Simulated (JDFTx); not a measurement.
A run of JDFTx 1.7.0 (patched build):

Pt.in

```
lattice \
    0.0000000000     3.7055639578     3.7055639578 \
    3.7055639578     0.0000000000     3.7055639578 \
    3.7055639578     3.7055639578     0.0000000000
coords-type Lattice
ion Pt     0.0000000000     0.0000000000     0.0000000000 1

ion-species pseudo/Pt.upf
elec-cutoff 42
elec-ex-corr gga-PBE
kpoint-folding 12 12 12
elec-smearing Fermi 0.0018374661
elec-n-bands 15
electronic-SCF nIterations 100 energyDiffThreshold 1e-08
electronic-minimize nIterations 30 energyDiffThreshold 1e-7
converge-empty-states yes
forces-output-coords Cartesian

dump-name run.$VAR
dump End Ecomponents EigStats BandEigs Kpoints Forces Stress ElecDensity Dtot KEdensity
```

Potentials or basis: PseudoDojo-SR-PBE-0.5-standard.

Launch:

```sh
$ jdftx -c 1 -i Pt.in -o Pt.out
```

Hardware: 1 thread of Intel(R) Xeon(R) Platinum 8375C CPU @ 2.90GHz (Ice Lake), on a shared host.

Problem. Estimate the wall time of this run.

Solution. It took 23 s on 1 thread of Intel(R) Xeon(R) Platinum 8375C CPU @ 2.90GHz (Ice Lake) (shared host), peak memory 0.11 GiB. Counts: scf iterations 8, bands 15, k points 72, plane waves 1323.
